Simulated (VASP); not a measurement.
## Zr: relaxation of cell and atoms with PBEsol

The system is Zr.

```xyz
1
Lattice="-1.7908 1.7908 1.7908 1.7908 -1.7908 1.7908 1.7908 1.7908 -1.7908" Properties=species:S:1:pos:R:3 pbc="T T T"
Zr    0.0000    0.0000    0.0000
```

This isn't the form of Zr at room conditions, which is hcp.

```
Program                : VASP 6.6.1
Task                   : relaxation of cell and atoms
Functional             : PBEsol
Potentials or basis    : VASP PAW PBE potentials, release 64 (Zr_sv)
Cutoff                 : 600 eV
k mesh                 : 6 × 6 × 6
Occupations            : gaussian, width 0.1 eV
Spin                   : no spin polarisation
Further INCAR settings : ALGO = Normal; EDIFF = 1e-07; IBRION = 2; EDIFFG = -0.005; NSW = 90; ISIF = 3
```

| Quantity | Value |
| --- | --- |
| Relaxed volume | 21.70 Å³/atom |
| Relaxed cell | a = 3.044 Å, b = 3.044 Å, c = 3.044 Å, α = 109.47°, β = 109.47°, γ = 109.47° |
| Space group after relaxing (to 0.05 Å) | Im-3m (No. 229) |
| Energy gained by relaxing | 21.6 meV/atom |
| Ionic steps | 6 |
| Pressure after relaxing | 0.0 GPa |
| Band gap on the k mesh | none (metal or under the smearing width) |

Step by step:
| step | energy change (eV) | largest force (eV/Å) | pressure (GPa) | volume (Å³) |
| --- | --- | --- | --- | --- |
| 1 | 0.0000 | 0.0000 | -5.19 | 22.97 |
| 2 | -0.0020 | 0.0000 | 5.85 | 20.59 |
| 3 | -0.0216 | 0.0000 | -0.04 | 21.71 |
| 4 | -0.0216 | 0.0000 | 0.08 | 21.69 |
| 5 | -0.0216 | 0.0000 | -0.06 | 21.72 |
| 6 | -0.0216 | 0.0000 | 0.00 | 21.70 |

Final structure:
```yaml
crystal:
  lattice:
    - [-1.75720, 1.75720, 1.75720]
    - [1.75720, -1.75720, 1.75720]
    - [1.75720, 1.75720, -1.75720]
  atoms:
    - { symbol: Zr, position: [0.00000, 0.00000, 0.00000] }
```

Levels at points of the mesh, in eV from the Fermi level:
```csv
k point,band 2,band 3,band 4,band 5,band 6,band 7,band 8,band 9,band 10
"(0.00, 0.00, 0.00)",-25.71,-25.71,-25.71,-5.50,1.13,1.13,1.13,3.81,3.81
"(0.50, 0.00, 0.00)",-26.92,-26.09,-25.72,-3.01,-0.82,1.90,3.83,4.56,6.86
"(0.50, 0.50, 0.50)",-26.53,-26.53,-26.53,-2.86,-2.86,6.10,6.10,6.10,7.91
```

It took 16 s on 1 thread of Intel(R) Xeon(R) 6975P-C (Granite Rapids), on a shared host, peak memory 0.16 GiB.

Caveat: the k mesh is coarse (spacing up to 0.41 Å⁻¹), so the values aren't converged; the PAW data sets were made with another functional, which shifts forces and pressure a little.
